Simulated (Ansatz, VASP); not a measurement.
Given: the input of a run of VASP 6.6.1 on Pd.

INCAR

```
ALGO     = Normal         # electronic algorithm
EDIFF    = 1E-6           # SCF threshold, eV
ENCUT    = 520            # plane-wave cutoff, eV
ISIF     = 2              # what is computed and relaxed
ISMEAR   = 0              # smearing method
LASPH    = True           # aspherical terms in the spheres
LCHARG   = False          # write CHGCAR
LREAL    = False          # projectors in reciprocal space
LWAVE    = False          # write WAVECAR
NBANDS   = 11             # bands
NELM     = 100            # most SCF steps
PREC     = Accurate       # precision mode
SIGMA    = 0.1            # smearing width, eV
```

Contents of KPOINTS:

```
k-points
0
Gamma
  12 12 12
```

File POSCAR:

```
Pd
1.0
    0.0000000000      1.9465000000      1.9465000000
    1.9465000000      0.0000000000      1.9465000000
    1.9465000000      1.9465000000      0.0000000000
Pd
1
Direct
    0.0000000000      0.0000000000      0.0000000000
```

Potentials or basis: VASP PAW LDA potentials, release 64 (Pd).

Command:

```bash
$ cat potpaw_LDA.64/Pd/POTCAR > POTCAR
$ mpirun -np 1 vasp_std > vasp.out
```

Problem. Translate it to Ansatz 0.2.0. Potentials there: all-electron LAPW, scalar-relativistic.

Solution. As run (the cutoff follows the program's own potentials):

Contents of input.yaml:

```yaml
crystal:
  lattice:
    - [0.0, 1.9465, 1.9465]
    - [1.9465, 0.0, 1.9465]
    - [1.9465, 1.9465, 0.0]
  atoms:
    - { symbol: Pd, position: [0.0, 0.0, 0.0] }
kpoints:
  mp_grid: { grid: [12, 12, 12] }
scf:
  occupations: { method: gaussian, width: 0.1 }
hamiltonian:
  xc: lda
  pseudopotentials: { kind: all_electron, lapw: { basis_error: 0.001 } }
output:
  forces: true
  stress: true
  eigenvalues: true
```

Potentials or basis: all-electron LAPW, scalar-relativistic.

Run with:

```sh
$ ansatz run input.yaml --threads 1 --pin off --max-ram 3072MiB --backend cpu --events-out ev --progress --plain --runs-dir out
```

Both were run:

|  | VASP | Ansatz | Ansatz less VASP |
| --- | --- | --- | --- |
| gap on the k mesh at the Fermi level (eV) | none | none | - |
| pressure (GPa) | -8.5 | -8.8 | -0.30 |

A gap of «none» marks a metal or a gap that the smearing closes. Ansatz ran all-electron here, so the differences hold the error of VASP's frozen core and of both bases.
